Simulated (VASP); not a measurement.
Wanted: the native input for a VASP 6.6.1 run.

```yaml
Task: relaxation of cell and atoms
Functional: PBEsol
Potentials_or_basis: VASP PAW PBE potentials, release 64 (Cs_sv, Ag, Bi_d, Br)
Cutoff: 600 eV
k_mesh: 4 × 4 × 4
Occupations: gaussian, width 0.03 eV
Spin: no spin polarisation
Further_INCAR_settings: ALGO = Normal; EDIFF = 1e-07; IBRION = 2; EDIFFG = -0.005; NSW = 90; ISIF = 3
```

The structure of Cs2AgBiBr6 lies in POSCAR:

```
Cs2AgBiBr6                              
1.0
   -0.0000000000      5.5936098691      5.5936098691
    5.5936098691     -0.0000000000      5.5936098691
    5.5936098691      5.5936098691      0.0000000000
  Cs              Ag              Bi              Br            
     2     1     1     6
Direct
     0.2500000000000000    0.2500000000000000    0.2500000000000000
     0.7500000000000000    0.7500000000000000    0.7500000000000000
     0.5000000000000000    0.5000000000000000    0.5000000000000000
     0.0000000000000000    0.0000000000000000    1.0000000000000000
     0.2539881987594058    0.7460118012405942    0.2539881987594058
     0.2539881987594058    0.7460118012405942    0.7460118012405942
     0.7460118012405942    0.2539881987594058    0.7460118012405942
     0.7460118012405942    0.2539881987594058    0.2539881987594058
     0.2539881987594058    0.2539881987594058    0.7460118012405942
     0.7460118012405942    0.7460118012405942    0.2539881987594058
```

The input as run:

INCAR

```
ALGO = Normal ; EDIFF = 1E-7
EDIFFG = -0.005 ; ENCUT = 600
GGA = PS ; IBRION = 2
ISIF = 3 ; ISMEAR = 0
KPAR = 2 ; LASPH = T
LCHARG = F ; LREAL = F
LWAVE = F ; NELM = 80
NSW = 90 ; PREC = Accurate
SIGMA = 0.03
```

KPOINTS

```
k-points
0
Gamma
  4 4 4
```

Potentials or basis: VASP PAW PBE potentials, release 64 (Cs_sv, Ag, Bi_d, Br).

Command:

```bash
$ cat potpaw_PBE.64/Cs_sv/POTCAR potpaw_PBE.64/Ag/POTCAR potpaw_PBE.64/Bi_d/POTCAR potpaw_PBE.64/Br/POTCAR > POTCAR
$ mpirun -np 2 vasp_std > vasp.out
```

It gave:

| Property | Result |
| --- | --- |
| Pressure after relaxing | 0.0 GPa |
| Band gap on the k mesh | 1.10 eV, indirect (least direct gap 2.33 eV) |

Caveat: the relaxation stopped at its first step, so nothing moved; the PAW data sets were made with another functional, which shifts forces and pressure a little; spin-orbit coupling is left out, which as a rule narrows the gap of such compounds by several tenths of an eV.

Run time: 70 s on 2 MPI ranks on Intel(R) Xeon(R) 6975P-C (Granite Rapids), on a shared host, peak memory 0.68 GiB a rank.
